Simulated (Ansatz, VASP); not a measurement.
# Two plane-wave programs on AlNi3

```xyz
4
Lattice="0.0000 2.7783 2.7783 2.7783 0.0000 2.7783 2.7783 2.7783 0.0000" Properties=species:S:1:pos:R:3 pbc="T T T"
Al    2.7783    2.7783    2.7783
Ni    1.3891    1.3891    1.3891
Ni    0.0000    0.0000    0.0000
Ni    4.1674    4.1674    4.1674
```

Alike in both runs: task single point; functional PBE; k mesh 14 × 14 × 14; occupations gaussian, width 0.1 eV; no spin polarisation.

|  | VASP | Ansatz |
| --- | --- | --- |
| version | VASP 6.6.1 | Ansatz 0.2.0 |
| potentials or method | VASP PAW PBE potentials, release 64 (Al, Ni) | scalar-relativistic, plane waves, PAW |
| plane-wave cutoff (eV) | 520 | 420 |
| valence electrons in the cell | 33 | 57 |

```csv
,VASP,Ansatz,Ansatz less VASP
gap on the k mesh at the Fermi level (eV),none,none,-
pressure (GPa),12.7,12.8,+0.12
```

A gap of «none» marks a metal or a gap that the smearing closes. With one functional, cell and mesh, what is left measures potentials, basis and numerics. The two sets of potentials don't hold the same shells in valence.

Spin polarisation is off, so any magnetic state and its effect on volume and gap are missing.
